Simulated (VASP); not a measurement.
**Tb under changes of volume**

One of the cells (32.645 Å³/atom); the others are scaled copies at fixed shape and fractional positions:

```
Tb
1.0
     0.00000    2.53665    2.53665
     2.53665    0.00000    2.53665
     2.53665    2.53665    0.00000
Tb
1
Cartesian
  0.0000 0.0000 0.0000
```

This isn't the form of Tb at room conditions, which is hcp.

```yaml
Program: VASP 6.6.1
Functional: PBE
Potentials_or_basis: VASP PAW PBE potentials, release 64 (Tb)
Cutoff: 520 eV
k_mesh: 9 × 9 × 9
Occupations: fermi-dirac, width 0.05 eV
Spin: collinear spin, ferromagnetic start
Starting_moments: "[6.0] μB"
```

| volume (Å³/atom) | energy over the lowest point (meV/atom) | pressure (GPa) |
| --- | --- | --- |
| 30.084 | ? | ? |
| 30.724 | 4.12 | 1.2 |
| 31.365 | 0.39 | 0.6 |
| 32.645 | 0.00 | -0.5 |
| 33.285 | 2.89 | -1.0 |
| 33.925 | 7.67 | -1.4 |

Q: What does the run at 30.084 Å³/atom give?

A: Energy over the lowest point 10.48 meV/atom; pressure 1.9 GPa.

Worked out: A Birch-Murnaghan fit of order 3 (a polynomial in V^(-2/3)) to the other rows has its minimum at 32.06 Å³/atom with B0 = V·E''(V) = 27 GPa and B' = 3.4. It gives 10.47 meV/atom at 30.084 Å³/atom, against the run's 10.48, and -dE/dV = 1.9 GPa, against 1.9.

Energies are extrapolated to zero smearing.

Caveats: the magnetic or orbital state may not be the lowest.
